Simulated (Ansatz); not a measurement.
**B: a short molecular-dynamics run**

What does B do over 20 steps of 1 fs under a Langevin thermostat at 900 K? The cell is a database structure of 15 atoms, taken as it stands, without a relaxation.

All numbers below are computed with Ansatz 0.2.0 (DFT LDA, plane waves, PAW, scalar-relativistic, no spin polarisation).

**1. The system as given**

The cell holds 15 atoms (B15): a = 5.150 Å, b = 5.150 Å, c = 5.150 Å, α = 65.64°, β = 65.64°, γ = 65.64°.

As a file:

```
B
1.0
     2.79114    1.61147    4.01677
    -2.79114    1.61147    4.01677
     0.00000   -3.22293    4.01677
B
15
Direct
  0.50000 0.50000 0.50000
  0.80390 0.31610 0.80390
  0.80390 0.80390 0.31610
  0.31610 0.80390 0.80390
  0.19610 0.68390 0.19610
  0.68390 0.19610 0.19610
  0.19610 0.19610 0.68390
  0.00600 0.32950 0.00600
  0.00600 0.00600 0.32950
  0.32950 0.00600 0.00600
  0.99400 0.67050 0.99400
  0.67050 0.99400 0.99400
  0.99400 0.99400 0.67050
  0.61920 0.61920 0.61920
  0.38080 0.38080 0.38080
```

**2. Dynamics**

Input file input.yaml:

```yaml
crystal:
  lattice:
    - [2.79114225, 1.61146673, 4.01676842]
    - [-2.79114225, 1.61146673, 4.01676842]
    - [0.0, -3.22293346, 4.01676842]
  atoms:
    - { symbol: B, position: [0.5, 0.5, 0.5] }
    - { symbol: B, position: [0.8039, 0.3161, 0.8039] }
    - { symbol: B, position: [0.8039, 0.8039, 0.3161] }
    - { symbol: B, position: [0.3161, 0.8039, 0.8039] }
    - { symbol: B, position: [0.1961, 0.6839, 0.1961] }
    - { symbol: B, position: [0.6839, 0.1961, 0.1961] }
    - { symbol: B, position: [0.1961, 0.1961, 0.6839] }
    - { symbol: B, position: [0.006, 0.3295, 0.006] }
    - { symbol: B, position: [0.006, 0.006, 0.3295] }
    - { symbol: B, position: [0.3295, 0.006, 0.006] }
    - { symbol: B, position: [0.994, 0.6705, 0.994] }
    - { symbol: B, position: [0.6705, 0.994, 0.994] }
    - { symbol: B, position: [0.994, 0.994, 0.6705] }
    - { symbol: B, position: [0.6192, 0.6192, 0.6192] }
    - { symbol: B, position: [0.3808, 0.3808, 0.3808] }
kpoints:
  mp_grid: { grid: [3, 3, 3] }
magnetization:
  spin_polarized: false
scf:
  occupations: { method: fermi_dirac, width: 0.05 }
hamiltonian:
  pseudopotentials: { kind: paw }
  xc: lda
basis:
  ecutwfc: 420
md:
  timestep: 1.0
  n_steps: 20
  ensemble: nvt_langevin
  temperature: 900.0
  initial_velocities: maxwell_boltzmann
  seed: 120523
```

On the command line:

```bash
$ ansatz run input.yaml --threads 2 --pin off --max-ram 2560MiB --backend cpu --events-out ev --progress --plain --runs-dir out
```

The log of the run, shortened:

```text
Warning: md: disabling space-group detection — thermal motion breaks the input geometry's symmetry, so no spatial operation reduces the k-mesh or symmetrises the density; time reversal is kept, so that k and −k are solved as one point where they differ and the mesh holds both, and exact [...]
Warning: RAYON_NUM_THREADS=2 ignored (pool sized by the plan → 2); use --threads N
[...]
Pseudopotentials: kind: paw
Pseudopotential: B, paw, valence charge 3, recommended cutoff 420 eV (normal), B.paw.azcp
Functional definition: SPW92
[...]
Crystal: 15 atoms, lattice volume = 108.401 Å³
Basis set: ecut = 420 eV, 2167 PW (Γ)
Bands: 38, of which v1, the nominal top of the filled ones, is band 23 counted from 1 (22 counted from 0)
Symmetry: 1 space group operations
k-points: 14 of 27 (time reversal used)
[...]
SCF iter   1: F=—  HF=-2241.518134 eV  |F-HF|=—  |Δ(HF+E_count)|=         —  Δρ=2.20e-2  dr2=6.90e-1  ethr=1.77e-3  ⟨swp⟩=6.0  Hψ=2480  notcnv=0  defer=48
[...]
md step     0: t =     0.00 fs  T =   840.0 K  F+E_penalty+E_count = -2241.36534532 eV  E_kin = 1.628676 eV  (8 SCF iters)
[...]
md step     6: t =     6.00 fs  T =   919.5 K  F+E_penalty+E_count = -2241.69352629 eV  E_kin = 1.782878 eV  (6 SCF iters)
[...]
md step     7: t =     7.00 fs  T =   930.5 K  F+E_penalty+E_count = -2241.72182991 eV  E_kin = 1.804063 eV  (5 SCF iters)
[...]
SCF iter   4: F=—  HF=-2241.726237 eV  |F-HF|=—  |Δ(HF+E_count)|=   7.01e-8  Δρ=8.42e-6  dr2=8.54e-8  ethr=2.19e-9  ⟨swp⟩=2.4  Hψ=727  notcnv=0  defer=119
```

**3. More of the same log**

The log, continued, shortened:

```text
SCF iter   5: F=-2241.726237 eV  HF=-2241.726237 eV  |F-HF|=3.46e-9  |Δ(HF+E_count)|=   1.35e-8  Δρ=2.26e-6  dr2=6.51e-9  ethr=3.33e-11  ⟨swp⟩=4.0  Hψ=1537  notcnv=0
[...]
md step     8: t =     8.00 fs  T =   988.6 K  F+E_penalty+E_count = -2241.72623676 eV  E_kin = 1.916720 eV  (5 SCF iters)
[...]
md step    11: t =    11.00 fs  T =   910.6 K  F+E_penalty+E_count = -2241.58210814 eV  E_kin = 1.765501 eV  (5 SCF iters)
[...]
md step    14: t =    14.00 fs  T =   823.4 K  F+E_penalty+E_count = -2241.27679206 eV  E_kin = 1.596574 eV  (5 SCF iters)
[...]
md step    17: t =    17.00 fs  T =   708.4 K  F+E_penalty+E_count = -2240.97474780 eV  E_kin = 1.373526 eV  (5 SCF iters)
[...]
md step    19: t =    19.00 fs  T =   604.3 K  F+E_penalty+E_count = -2240.80748291 eV  E_kin = 1.171690 eV  (5 SCF iters)
[...]
md step    20: t =    20.00 fs  T =   540.1 K  F+E_penalty+E_count = -2240.75273897 eV  E_kin = 1.047284 eV  (7 SCF iters)
SCF converged after 7 iterations
Free energy (F): -2240.752739 eV
[...]
E sigma→0 (E₀):  -2240.732175 eV
Entropy (-TS):   -0.041128 eV (-2.742 meV/atom)
Fermi energy:    8.347532 eV
[...]
--- Forces (eV/Å), atoms counted from 1 ---
  atom   1  B      0.07265537     0.15304732    -0.77581963
  atom   2  B     -2.06141232     1.50315550     1.19021102
  atom   3  B      0.91353541    -0.23577872    -0.01367335
  atom   4  B      2.21033980    -0.39119069     1.42187277
  atom   5  B      1.85869632    -2.19800829    -1.84204027
  atom   6  B     -2.61046821    -1.42747365    -1.40680349
  atom   7  B      0.65090371    -0.90406629     0.41222854
  atom   8  B     -0.50135793     0.97571104     0.30630900
[...]
--- MD trajectory: 20 steps, t = 0.0 → 20.0 fs ---
  final state: T = 540.1 K   F+E_penalty+E_count = -2240.75273897 eV   E_kin = 1.047284 eV
```

Wall time 21 s (2 threads of an x86-64 CPU, shared host); peak memory 0.5 GiB.

**4. Frames and traces**

The trajectory, every 2 steps (energies from step 0); msd is the mean square displacement from the start, the centre of mass held:

```
time (fs)  T (K)  potential energy change (meV/atom)  msd B (Å²)
      0.0    840                                 0.0       0.000
      2.0    867                                -6.8       0.001
      4.0    872                               -15.6       0.003
      6.0    920                               -21.9       0.007
      8.0    989                               -24.1       0.012
     10.0    928                               -19.5       0.018
     12.0    830                                -8.0       0.024
     14.0    823                                 5.9       0.031
     16.0    798                                19.8       0.037
     18.0    647                                32.0       0.043
     20.0    540                                40.8       0.047
```

time (fs), T (K) and a bar:
```
      0.0        840 ####################
      1.0        875 ######################
      2.0        867 ######################
      3.0        856 #####################
      4.0        872 ######################
      5.0        935 ##########################
      6.0        920 #########################
      7.0        930 ##########################
      8.0        989 ##############################
      9.0        952 ############################
     10.0        928 ##########################
     11.0        911 #########################
     12.0        830 ###################
     13.0        829 ###################
     14.0        823 ###################
     15.0        786 ################
     16.0        798 #################
     17.0        708 ###########
     18.0        647 #######
     19.0        604 ####
     20.0        540
```

**5. Snapshots as a file**

Positions (Å) and forces (eV/Å):

```xyz
15
Lattice="2.791 1.611 4.017 -2.791 1.611 4.017 0.000 -3.223 4.017" Properties=species:S:1:pos:R:3:forces:R:3 pbc="T T T" time_fs=3.0 T=856 dE=-0.1672
B    -0.044    0.002    6.021   -0.741   -0.235   -0.935
B     1.357   -0.815    7.726    1.644   -0.321   -0.307
B    -0.025    1.562    7.754    0.553    1.309   -0.636
B    -1.388   -0.784    7.722   -0.837   -0.462   -0.505
B    -1.370    0.807    4.348   -1.357    0.524    0.502
B     1.368    0.770    4.335    2.388    1.382    0.150
B     0.007   -1.548    4.294   -0.099   -1.528    0.951
B    -0.922    0.506    1.401    0.378    0.368   -0.613
B     0.017   -1.027    1.343   -0.311   -0.302    0.359
B     0.920    0.502    1.367   -0.229    0.731   -0.016
B     0.908   -0.527   10.719    0.328   -0.276   -0.500
B    -0.867   -0.542   10.692   -0.505    0.207   -0.097
B     0.033    1.046   10.638   -0.434   -0.230    0.998
B     0.019   -0.023    7.477    0.021    0.178    4.106
B     0.020    0.066    4.537   -0.801   -1.345   -3.457
15
Lattice="2.791 1.611 4.017 -2.791 1.611 4.017 0.000 -3.223 4.017" Properties=species:S:1:pos:R:3:forces:R:3 pbc="T T T" time_fs=6.0 T=920 dE=-0.3282
B    -0.089    0.006    6.001   -0.773   -0.246   -0.805
B     1.369   -0.847    7.713    1.580    0.168   -0.058
B    -0.038    1.564    7.772    0.901    0.711   -0.871
B    -1.414   -0.788    7.698   -0.144    0.051   -0.016
B    -1.378    0.832    4.370   -1.026    0.105    0.163
B     1.385    0.771    4.354    2.929    1.687   -0.095
B     0.008   -1.529    4.277   -0.124   -1.486    1.040
B    -0.929    0.492    1.421    0.639    0.700   -0.730
B     0.029   -1.012    1.314   -0.532   -0.683    1.274
B     0.936    0.488    1.365   -0.452    1.479    0.200
B     0.921   -0.530   10.746    0.425   -0.662   -1.150
B    -0.839   -0.552   10.704   -0.843    0.181   -0.465
B     0.058    1.043   10.607   -0.780   -0.207    1.282
B     0.037   -0.044    7.524   -0.225    0.605    1.617
B     0.032    0.115    4.448   -1.575   -2.403   -1.385
15
Lattice="2.791 1.611 4.017 -2.791 1.611 4.017 0.000 -3.223 4.017" Properties=species:S:1:pos:R:3:forces:R:3 pbc="T T T" time_fs=9.0 T=952 dE=-0.3391
B    -0.136    0.006    5.980   -0.524   -0.189   -0.555
B     1.404   -0.871    7.699    0.987    0.728    0.163
B    -0.043    1.573    7.779    1.218    0.002   -0.933
B    -1.439   -0.788    7.666    0.580    0.454    0.743
B    -1.394    0.860    4.402   -0.190   -0.440   -0.505
B     1.419    0.783    4.371    1.811    1.349   -0.294
B     0.005   -1.519    4.270   -0.041   -1.384    0.890
B    -0.921    0.486    1.432    0.746    0.877   -0.731
B     0.032   -1.006    1.293   -0.517   -0.840    2.136
B     0.952    0.495    1.372   -0.721    1.838    0.266
B     0.938   -0.536   10.769    0.398   -0.981   -1.582
B    -0.821   -0.563   10.708   -0.910    0.176   -0.654
B     0.079    1.038   10.586   -1.134   -0.174    1.303
B     0.053   -0.064    7.592   -0.350    0.987   -0.568
B     0.030    0.137    4.347   -1.355   -2.402    0.321
15
Lattice="2.791 1.611 4.017 -2.791 1.611 4.017 0.000 -3.223 4.017" Properties=species:S:1:pos:R:3:forces:R:3 pbc="T T T" time_fs=11.0 T=911 dE=-0.2168
B    -0.167    0.002    5.964   -0.359   -0.145   -0.461
B     1.430   -0.884    7.692    0.493    1.073    0.342
B    -0.042    1.582    7.776    1.426   -0.530   -0.786
B    -1.455   -0.783    7.647    1.138    0.542    1.213
B    -1.408    0.882    4.423    0.648   -0.913   -1.029
B     1.449    0.794    4.377    0.486    0.920   -0.485
B     0.003   -1.515    4.273   -0.010   -1.342    0.716
B    -0.910    0.484    1.434    0.741    0.945   -0.662
B     0.033   -1.010    1.290   -0.436   -0.806    2.468
B     0.963    0.508    1.379   -0.918    1.848    0.263
B     0.953   -0.545   10.780    0.340   -1.025   -1.712
B    -0.817   -0.571   10.708   -0.795    0.259   -0.711
B     0.090    1.034   10.577   -1.381   -0.162    1.217
B     0.063   -0.073    7.639   -0.392    1.179   -1.625
B     0.026    0.136    4.282   -0.981   -1.842    1.252
15
Lattice="2.791 1.611 4.017 -2.791 1.611 4.017 0.000 -3.223 4.017" Properties=species:S:1:pos:R:3:forces:R:3 pbc="T T T" time_fs=14.0 T=823 dE=0.0886
B    -0.214   -0.013    5.944   -0.170   -0.050   -0.555
B     1.470   -0.899    7.680   -0.244    1.561    0.665
B    -0.036    1.587    7.771    1.631   -0.978   -0.494
B    -1.472   -0.773    7.625    1.929    0.423    1.739
B    -1.419    0.915    4.451    1.563   -1.640   -1.655
B     1.492    0.813    4.384   -1.388    0.148   -0.922
B    -0.004   -1.514    4.279    0.088   -1.395    0.501
B    -0.881    0.481    1.428    0.522    1.094   -0.420
B     0.029   -1.023    1.300   -0.036   -0.701    2.494
B     0.976    0.542    1.395   -1.238    1.471   -0.084
B     0.976   -0.565   10.782    0.198   -0.849   -1.454
B    -0.824   -0.581   10.698   -0.221    0.349   -0.340
B     0.099    1.022   10.582   -1.716   -0.037    0.771
B     0.078   -0.086    7.695   -0.427    1.326   -2.619
B     0.021    0.120    4.195   -0.491   -0.720    2.372
15
Lattice="2.791 1.611 4.017 -2.791 1.611 4.017 0.000 -3.223 4.017" Properties=species:S:1:pos:R:3:forces:R:3 pbc="T T T" time_fs=17.0 T=708 dE=0.3906
B    -0.259   -0.028    5.925   -0.014    0.076   -0.685
B     1.514   -0.900    7.668   -1.124    1.684    0.912
B    -0.014    1.581    7.768    1.368   -0.916   -0.225
B    -1.477   -0.763    7.627    2.353   -0.021    1.737
B    -1.419    0.940    4.474    1.922   -2.056   -1.906
B     1.530    0.836    4.384   -2.507   -0.759   -1.320
B    -0.012   -1.526    4.283    0.330   -1.193    0.448
B    -0.845    0.482    1.411    0.141    1.145    0.000
B     0.029   -1.045    1.327    0.243   -0.431    1.908
B     0.975    0.583    1.417   -1.469    0.666   -0.947
B     0.992   -0.595   10.765    0.149   -0.253   -0.786
B    -0.836   -0.584   10.681    0.596    0.448    0.599
B     0.095    1.011   10.597   -1.578   -0.006    0.388
B     0.091   -0.096    7.734   -0.344    1.290   -3.215
B     0.013    0.092    4.121   -0.066    0.324    3.093
15
Lattice="2.791 1.611 4.017 -2.791 1.611 4.017 0.000 -3.223 4.017" Properties=species:S:1:pos:R:3:forces:R:3 pbc="T T T" time_fs=20.0 T=540 dE=0.6126
B    -0.296   -0.039    5.917    0.073    0.153   -0.776
B     1.554   -0.895    7.656   -2.061    1.503    1.190
B     0.013    1.559    7.767    0.914   -0.236   -0.014
B    -1.464   -0.756    7.637    2.210   -0.391    1.422
B    -1.408    0.956    4.490    1.859   -2.198   -1.842
B     1.548    0.855    4.376   -2.610   -1.427   -1.407
B    -0.016   -1.541    4.291    0.651   -0.904    0.412
B    -0.801    0.488    1.400   -0.501    0.976    0.306
B     0.035   -1.065    1.357    0.237   -0.050    1.052
B     0.965    0.624    1.440   -1.427   -0.210   -1.835
B     1.000   -0.627   10.737    0.145    0.366   -0.097
B    -0.837   -0.583   10.665    1.243    0.519    1.460
B     0.076    1.006   10.618   -0.799   -0.064    0.118
B     0.097   -0.096    7.742   -0.104    0.871   -3.435
B     0.006    0.061    4.068    0.172    1.093    3.444
```

**6. Summary of results**

```
                             quantity                          value
                               length               20 steps of 1 fs
     temperature, first and last step                  840 and 540 K
             temperature, second half  mean 764 K, from 540 to 928 K
        potential energy, second half    +12 meV/atom from the start
mean square displacement, second half                     B 0.034 Å²
```

In words: Against a set 900 K the second half averages 764 K, going from 928 to 540 K over that half; 12 meV/atom has gone into potential energy, and a thermostat that acts over some 100 fs has not made it up in 20 fs. The farthest move is 0.51 Å against a mean nearest distance of 1.6 Å: a large displacement, and the run is too short to tell whether atoms leave their places. Averages from a run of 20 fs with 15 atoms are rough. The k-mesh is coarse.
